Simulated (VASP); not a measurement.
Input of a VASP 6.6.1 run:

The input INCAR:

```
ALGO = Normal
DIPOL = 0.5 0.5 0.500
EDIFF = 1E-6
ENCUT = 520
GGA = PS
IDIPOL = 3
ISIF = 2
ISMEAR = 1
KPAR = 4
LASPH = True
LCHARG = True
LDIPOL = True
LREAL = False
LVACPOTAV = True
LVHAR = True
LWAVE = False
NELM = 100
PREC = Accurate
SIGMA = 0.1
```

Contents of KPOINTS:

```
k-points
0
Gamma
  4 4 1
```

File POSCAR:

```
TiTe2                                   
1.0
    3.7770000000      0.0000000000      0.0000000000
   -1.8885000000      3.2709779500      0.0000000000
    0.0000000000      0.0000000000     25.9133488000
  Te              Ti            
     4     2
Direct
     0.3333333332999970    0.6666666667000030    0.3108344155518992
     0.6666666667000030    0.3333333332999970    0.4418245483520908
     0.3333333332999970    0.6666666667000030    0.5581754516479093
     0.6666666667000030    0.3333333332999970    0.6891655844481008
     0.0000000000000000    0.0000000000000000    0.3767706656962329
     0.0000000000000000    0.0000000000000000    0.6232293343037670
```

Potentials or basis: VASP PAW PBE potentials, release 64 (Te, Ti_sv).

Command:

```console
$ cat potpaw_PBE.64/Te/POTCAR potpaw_PBE.64/Ti_sv/POTCAR > POTCAR
$ mpirun -np 8 vasp_std > vasp.out
```

(1) Estimate the work function of the upper face.

(2) Estimate the work function of the lower face.

(3) Estimate the largest force.

Answers

(1) 5.05 eV.

(2) 5.05 eV.

(3) 0.056 eV/Å.

Caveat: the k mesh is coarse (spacing up to 0.48 Å⁻¹), so the values aren't converged; the PAW data sets were made with another functional, which shifts forces and pressure a little.
